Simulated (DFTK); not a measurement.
# Pt (Fm-3m) in DFTK: equation of state

Aim: energy against volume of Pt in PBEsol, for its equilibrium volume and stiffness.

All numbers are computed with DFTK 0.8.2; they aren't measurements. Logs are shortened: lines on timing, memory, paths and dates and some standing lists are left out, and cuts for length are marked.

## (1) The crystal as given

The structure is cubic, space group Fm-3m (No. 225). Conventional cell: a = 3.922 Å, b = 3.922 Å, c = 3.922 Å, α = 90.00°, β = 90.00°, γ = 90.00°. Pt (site symmetry m-3m) is surrounded by 12 Pt at 2.77 Å.

## (2) Equation of state, PBEsol

File run.jl:

```julia
using DFTK
using PseudoPotentialData
using Unitful, UnitfulAtomic
using LinearAlgebra, Printf
include("save.jl")
disable_threading()

# lattice vectors are the columns
lattice = austrip(1u"Å") * [           0.0         1.9609         1.9609;
                   1.9609            0.0         1.9609;
                   1.9609         1.9609            0.0]
symbols   = [:Pt]
positions = [[0.0, 0.0, 0.0]]
pseudopotentials = PseudoFamily("dojo.nc.sr.pbesol.v0_4_1.standard.upf")
elements = Dict(s => ElementPsp(s, pseudopotentials) for s in unique(symbols))
atoms    = [elements[s] for s in symbols]

build_model(lattice, positions; symmetries=true) =
    model_DFT(lattice, atoms, positions;
              functionals=PBEsol(),
              temperature=austrip(0.05u"eV"),
              smearing=Smearing.FermiDirac(),
              symmetries)
Ecut  = 42.0  # hartree
kgrid = [12, 12, 12]
tol   = 1e-6
to_GPa = ustrip(uconvert(u"GPa", 1u"hartree/bohr^3"))

results["points"] = []
for scale in [0.94, 0.96, 0.98, 1.0, 1.02, 1.04, 1.06]
    println("\n=== scale = ", scale)
    model = build_model(cbrt(scale) * lattice, positions)
    basis = PlaneWaveBasis(model; Ecut, kgrid)
    t0 = time()
    scfres = self_consistent_field(basis;
                                   tol,
                                   nbandsalg=AdaptiveBands(model; n_bands_converge=14))
    seconds = time() - t0
    @printf "SCF: %d iterations, %.1f s\n" scfres.n_iter seconds
    forces = compute_forces_cart(scfres)
    stress = compute_stresses_cart(scfres)
    @printf "V = %.5f Å^3  F = %.8f Ha  max force = %.5f eV/Å  p = %.4f GPa\n" ustrip(auconvert(u"Å^3", model.unit_cell_volume)) scfres.energies.total ustrip(auconvert(u"eV/Å", maximum(norm, forces))) (-tr(stress) / 3 * to_GPa)
    push!(results["points"], save_scf!(scfres; forces, stress, d=Dict{String,Any}("seconds" => seconds, "n_matvec" => get(scfres, :n_matvec, 0))))
end

# third-order Birch-Murnaghan fit in x = V^(-2/3)
V = [0.94, 0.96, 0.98, 1.0, 1.02, 1.04, 1.06] * abs(det(lattice))
E = [p["total"] for p in results["points"]]
x = V .^ (-2 / 3)
c = [x .^ 0 x x .^ 2 x .^ 3] \ E
Δ = c[3]^2 - 3c[2] * c[4]
if Δ > 0
    x0 = (-c[3] + sqrt(Δ)) / 3c[4]
    B0 = 4 / 9 * x0^(7 / 2) * (2c[3] + 6c[4] * x0)
    @printf "V0 = %.4f Å^3  B0 = %.2f GPa\n" ustrip(auconvert(u"Å^3", x0^(-3 / 2))) B0 * to_GPa
end
```

Potentials or basis: dojo.nc.sr.pbesol.v0_4_1.standard.upf (PBEsol).

Run with:

```
julia --threads=1 run.jl  # save.jl only writes the numbers to a file and isn't shown; printed stress counts tension as positive; times include loading and compiling
```

The program printed:

```text
=== scale = 0.94
n     Energy            log10(ΔE)   log10(Δρ)   Diag   Δtime
---   ---------------   ---------   ---------   ----   ------
  1   -130.5368752776                   -0.83    4.3    3.89s
  2   -130.5531151388       -1.79       -1.31    1.0    2.11s
  3   -130.5553069521       -2.66       -2.03    2.3    1.65s
  4   -130.5553172102       -4.99       -2.76    1.3    1.96s
  5   -130.5553194995       -5.64       -3.27    2.7    2.37s
  6   -130.5553195558       -7.25       -3.91    1.6    2.11s
  7   -130.5553195730       -7.76       -4.69    2.2    1.62s
  8   -130.5553195732       -9.85       -5.55    2.2    2.26s
  9   -130.5553195732      -11.46       -6.17    3.1    2.49s
SCF: 9 iterations, 20.6 s
V = 14.17504 Å^3  F = -130.55531957 Ha  max force = 0.00000 eV/Å  p = 19.3200 GPa

=== scale = 0.96
n     Energy            log10(ΔE)   log10(Δρ)   Diag   Δtime
---   ---------------   ---------   ---------   ----   ------
  1   -130.5370932005                   -0.83    4.3    5.18s
[... 44 further cycles ...]
  1   -130.5321969580                   -0.82    4.4    5.44s
  2   -130.5519835740       -1.70       -1.25    1.0    2.05s
  3   -130.5552578051       -2.48       -1.95    2.3    3.40s
  4   -130.5552814431       -4.63       -2.57    1.2    2.79s
  5   -130.5552871387       -5.24       -2.99    2.3    3.46s
  6   -130.5552875182       -6.42       -3.60    1.2    2.86s
  7   -130.5552875857       -7.17       -4.16    2.3    3.32s
  8   -130.5552875887       -8.51       -4.94    1.8    3.17s
  9   -130.5552875889       -9.93       -5.87    2.7    3.57s
 10   -130.5552875889      -11.56       -6.61    2.8    3.68s
SCF: 10 iterations, 34.0 s
V = 15.98462 Å^3  F = -130.55528759 Ha  max force = 0.00000 eV/Å  p = -15.2154 GPa
V0 = 15.0189 Å^3  B0 = 287.36 GPa
```

Run time: 7.2 min. Hardware: 1 thread of Intel Xeon 6975P-C (Granite Rapids), shared host; peak memory 1.8 GiB.

Results:

```
Equilibrium volume                      : 15.02 Å³/atom
Bulk modulus                            : 287 GPa
Pressure derivative of the bulk modulus : 5.3
```

Energy against volume, from the lowest point:
```csv
volume (Å³/atom),energy (meV/atom)
14.175,47.78
14.477,18.75
14.778,3.36
15.080,0.00
15.381,7.25
15.683,23.84
15.985,48.65
```

Spin-orbit coupling is left out, which matters for the levels of Pt.

## (3) Single point, PBEsol, 14.18 Å³/atom (volume scaled by 0.94)

run.jl is that of step 2.

Potentials or basis: dojo.nc.sr.pbesol.v0_4_1.standard.upf (PBEsol).

Run with:

```
julia --threads=1 run.jl  # one pass of the loop, scale = 0.94; save.jl only writes the numbers to a file and isn't shown; printed stress counts tension as positive; times include loading and compiling
```

It took 21 s on 1 thread of Intel Xeon 6975P-C (Granite Rapids), shared host.

It converged, with:

| Property | Result |
| --- | --- |
| Free energy | -3552.5912 eV |
| Pressure | 19.3 GPa |
| Band gap on the k mesh | none (metal or under the smearing width) |

## (4) Single point, PBEsol, 14.48 Å³/atom (volume scaled by 0.96)

run.jl is that of step 3.

Run with:

```
julia --threads=1 run.jl  # one pass of the loop, scale = 0.96; save.jl only writes the numbers to a file and isn't shown; printed stress counts tension as positive; times include loading and compiling
```

Wall time 29 s (1 thread of Intel Xeon 6975P-C (Granite Rapids), shared host).

The run converged. Its results:

| Item | Value |
| --- | --- |
| Free energy | -3552.6203 eV |
| Pressure | 11.6 GPa |
| Band gap on the k mesh | none (metal or under the smearing width) |

## (5) Single point, PBEsol, 14.78 Å³/atom (volume scaled by 0.98)

run.jl is that of step 4.

Run with:

```
julia --threads=1 run.jl  # one pass of the loop, scale = 0.98; save.jl only writes the numbers to a file and isn't shown; printed stress counts tension as positive; times include loading and compiling
```

Run time: 30 s. Hardware: 1 thread of Intel Xeon 6975P-C (Granite Rapids), shared host.

It converged, with:

```
Free energy            : -3552.6356 eV
Pressure               : 4.8 GPa
Band gap on the k mesh : none (metal or under the smearing width)
```

## (6) Single point, PBEsol, 15.08 Å³/atom

run.jl is that of step 5.

Potentials or basis: dojo.nc.sr.pbesol.v0_4_1.standard.upf (PBEsol).

Run with:

```
julia --threads=1 run.jl  # one pass of the loop, scale = 1.0; save.jl only writes the numbers to a file and isn't shown; printed stress counts tension as positive; times include loading and compiling
```

It took 30 s on 1 thread of Intel Xeon 6975P-C (Granite Rapids), shared host.

The run converged. Its results:

| Quantity | Value |
| --- | --- |
| Free energy | -3552.6390 eV |
| Pressure | -1.2 GPa |
| Band gap on the k mesh | none (metal or under the smearing width) |

## (7) Single point, PBEsol, 15.38 Å³/atom (volume scaled by 1.02)

run.jl is that of step 6.

Run with:

```
julia --threads=1 run.jl  # one pass of the loop, scale = 1.02; save.jl only writes the numbers to a file and isn't shown; printed stress counts tension as positive; times include loading and compiling
```

Run time: 30 s. Hardware: 1 thread of Intel Xeon 6975P-C (Granite Rapids), shared host.

The run converged. Its results:

```yaml
Free_energy: -3552.6318 eV
Pressure: -6.5 GPa
Band_gap_on_the_k_mesh: none (metal or under the smearing width)
```

## (8) Single point, PBEsol, 15.68 Å³/atom (volume scaled by 1.04)

run.jl is that of step 7.

Run with:

```
julia --threads=1 run.jl  # one pass of the loop, scale = 1.04; save.jl only writes the numbers to a file and isn't shown; printed stress counts tension as positive; times include loading and compiling
```

It took 30 s on 1 thread of Intel Xeon 6975P-C (Granite Rapids), shared host.

The run converged. Its results:

* Free energy: -3552.6152 eV
* Pressure: -11.1 GPa
* Band gap on the k mesh: none (metal or under the smearing width)

## (9) Single point, PBEsol, 15.98 Å³/atom (volume scaled by 1.06)

run.jl is that of step 8.

Potentials or basis: dojo.nc.sr.pbesol.v0_4_1.standard.upf (PBEsol).

Run with:

```
julia --threads=1 run.jl  # one pass of the loop, scale = 1.06; save.jl only writes the numbers to a file and isn't shown; printed stress counts tension as positive; times include loading and compiling
```

It took 34 s on 1 thread of Intel Xeon 6975P-C (Granite Rapids), shared host.

The run converged. Its results:

* Free energy: -3552.5904 eV
* Pressure: -15.2 GPa
* Band gap on the k mesh: none (metal or under the smearing width)
